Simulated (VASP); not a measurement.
Input of a VASP 6.6.1 run:

Contents of INCAR:

```
SYSTEM = NbP
PREC = Accurate
ENCUT = 520
EDIFF = 1E-7
ISMEAR = -1
SIGMA = 0.02
LREAL = .False.
LASPH = .True.
NELM = 60
ALGO = Fast
ISIF = 2
LWAVE = .False.
LCHARG = .False.
GGA = PS
LEFG = .True.
```

File KPOINTS:

```
regular mesh
0
Gamma
  9 9 9
  0 0 0
```

The input POSCAR:

```
NbP
1.0
   -1.6749232544      1.6749232544      5.7401081759
    1.6749232544     -1.6749232544      5.7401081759
    1.6749232544      1.6749232544     -5.7401081759
Nb P
2 2
Direct
    0.7498808000      0.7498808000      0.0000000000
    0.4998808000      0.9998808000      0.5000000000
    0.3327477700      0.3327477700      0.0000000000
    0.0827477800      0.5827477800      0.5000000000
```

Potentials or basis: VASP PAW PBE potentials, release 64 (Nb_sv, P).

The run is started by

```console
$ cat potpaw_PBE.64/Nb_sv/POTCAR potpaw_PBE.64/P/POTCAR > POTCAR
$ mpirun -np 1 vasp_std > vasp.out
```

Task: Estimate the pressure.

Result: -6.6 GPa.

Task: Predict the largest force.

Result: 0.010 eV/Å.

Task: What does it give for the band gap on the k mesh?

Result: None (metal or under the smearing width).

Electric field gradients, principal values (V/Å²):
| atom | Vxx | Vyy | Vzz |
| --- | --- | --- | --- |
| 1 Nb | 8.550 | 9.935 | -18.485 |
| 2 Nb | 8.550 | 9.935 | -18.485 |
| 3 P | -2.412 | -9.660 | 12.073 |
| 4 P | -2.412 | -9.660 | 12.073 |

Caveat: the PAW data sets were made with another functional, which shifts forces and pressure a little.
